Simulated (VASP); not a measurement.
NCClH2, 5 atoms in the cell. The cell holds a molecule in a box, 5 atoms: a = 12.000 Å, b = 11.000 Å, c = 11.000 Å, α = 90.00°, β = 90.00°, γ = 90.00°. 

```yaml
Program: VASP 6.6.1
Task: single point
Functional: RPBE
Potentials_or_basis: VASP PAW PBE potentials, release 64 (N, C, Cl, H)
Cutoff: 520 eV
k_mesh: 1 × 1 × 1
Occupations: gaussian, width 0.01 eV
Spin: no spin polarisation
Further_INCAR_settings: ALGO = Normal; EDIFF = 1e-07
```

Potentials or basis: VASP PAW PBE potentials, release 64 (N, C, Cl, H).

Run with:

```bash
$ cat potpaw_PBE.64/N/POTCAR potpaw_PBE.64/C/POTCAR potpaw_PBE.64/Cl/POTCAR potpaw_PBE.64/H/POTCAR > POTCAR
$ mpirun -np 1 vasp_gam > vasp.out
```

Hardware: 1 thread of Intel(R) Xeon(R) Platinum 8488C (Sapphire Rapids), with other jobs on the host.

Estimate the wall time of this run.

Wall time 93 s on 1 thread of Intel(R) Xeon(R) Platinum 8488C (Sapphire Rapids), on a shared host, peak memory 1.1 GiB. Counts: scf iterations 26, k points 1.
